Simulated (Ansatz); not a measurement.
**Bands of CuI**

```xyz
2
Lattice="0.0000 3.0395 3.0395 3.0395 0.0000 3.0395 3.0395 3.0395 0.0000" Properties=species:S:1:pos:R:3 pbc="T T T"
Cu    0.0000    0.0000    0.0000
I     1.5198    1.5198    1.5198
```

Atoms are numbered in the order listed.

The conventional cell has a = 6.079 Å, b = 6.079 Å, c = 6.079 Å, α = 90.00°, β = 90.00°, γ = 90.00°. Around Cu (atom 1) lie 4 I at 2.63 Å. I (atom 2) has 4 Cu at 2.63 Å as nearest neighbours.

The structure comes from a relaxation in the same program, started in the zincblende type, and has space group F-43m. Whether it is a known phase or the ground state wasn't checked.

No spin–orbit coupling, which matters for the heavy atoms here.

Theory: DFT, PBE, all-electron LAPW, scalar-relativistic (Ansatz 0.2.0).

The runs use a Γ-centred 12×12×12 k mesh, Fermi–Dirac smearing of 0.05 eV, basis error target 1 meV/atom, no spin polarisation.

Points in fractions of the reciprocal vectors of this cell: Γ (0, 0, 0), X (-0.5, -0.5, 0), U (-0.375, -0.375, 0.25), K (-0.375, 0, 0.375), L (0, 0, 0.5), W (-0.5, -0.25, 0.25). The path joins them by straight lines in the order Γ–X–U–K–Γ–L–W–X; legs that retrace an earlier one aren't tabulated. Energies are in eV from the top of the valence band.

Problem. Is there a gap, and where are the band edges?

Solution. 1.10 eV, direct at Γ.

Problem. List the levels between -8 and 4.5 eV at the symmetry points.

Solution. 
Γ: -3.62 (×3), -1.82 (×2), 0.00 (×3), 1.10
X: -5.54, -3.73 (×2), -1.84, -1.76, -1.73, -1.47 (×2), 2.73, 2.90
U: -5.24, -4.37, -3.67, -1.94, -1.79, -1.68, -1.48, -1.22, 3.10
K: -5.24, -4.37, -3.67, -1.94, -1.79, -1.68, -1.48, -1.22, 3.10
L: -5.55, -3.60 (×2), -1.79 (×2), -1.74, -0.70 (×2), 2.13
W: -5.08, -4.50, -3.82, -1.88, -1.86, -1.73, -1.57, -1.23, 4.46

Kohn–Sham gaps of semilocal functionals usually fall short of measured ones.
